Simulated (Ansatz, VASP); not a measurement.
## W in VASP and in Ansatz

File INCAR:

```
PREC     = Accurate       # precision mode
ENCUT    = 520            # plane-wave cutoff, eV
EDIFF    = 1E-7           # SCF threshold, eV
ISMEAR   = 0              # smearing method
SIGMA    = 0.1            # smearing width, eV
LREAL    = F              # projectors in reciprocal space
LASPH    = T              # aspherical terms in the spheres
NELM     = 100            # most SCF steps
ALGO     = Normal         # electronic algorithm
ISIF     = 2              # what is computed and relaxed
LWAVE    = F              # write WAVECAR
LCHARG   = T              # write CHGCAR
LELF     = T              # ELF
LVHAR    = T            
NBANDS   = 13             # bands
```

KPOINTS

```
regular mesh
0
Gamma
  8 8 8
```

File POSCAR:

```
W
1.0
   -1.6007500000      1.6007500000      1.6007500000
    1.6007500000     -1.6007500000      1.6007500000
    1.6007500000      1.6007500000     -1.6007500000
W
1
Direct
    0.0000000000      0.0000000000      0.0000000000
```

Input for Ansatz:

```yaml
crystal:
  lattice:
    - [-1.60075, 1.60075, 1.60075]
    - [1.60075, -1.60075, 1.60075]
    - [1.60075, 1.60075, -1.60075]
  atoms:
    - { symbol: W, position: [0.0, 0.0, 0.0] }
basis:
  ecutwfc: 600.0
kpoints:
  mp_grid: { grid: [8, 8, 8] }
hamiltonian:
  xc: lda
  pseudopotentials: { kind: paw, azcp: { folder: soft_1 } }
scf:
  occupations: { method: gaussian, width: 0.1 }
output:
  forces: true
  stress: true
  eigenvalues: true
```

Alike in both runs: task single point; functional LDA; k mesh 8 × 8 × 8; occupations gaussian, width 0.1 eV; no spin polarisation.

```csv
,VASP,Ansatz
version,VASP 6.6.1,Ansatz 0.2.0
potentials or method,"VASP PAW LDA potentials, release 64 (W_sv)","scalar-relativistic, plane waves, PAW"
plane-wave cutoff (eV),520,600
valence electrons in the cell,14,14
```

```tsv
	VASP	Ansatz	Ansatz less VASP
gap on the k mesh at the Fermi level (eV)	none	none	-
pressure (GPa)	-16.6	-18.1	-1.49
```

A gap of «none» marks a metal or a gap that the smearing closes. Ansatz warned: «pseudo_functional_mismatch».

Caveats: so large a pressure means that the cell lies far from this level's equilibrium, or that cutoff or potentials fall short (VASP). The runs have no spin-orbit coupling, so splittings on W are missing.
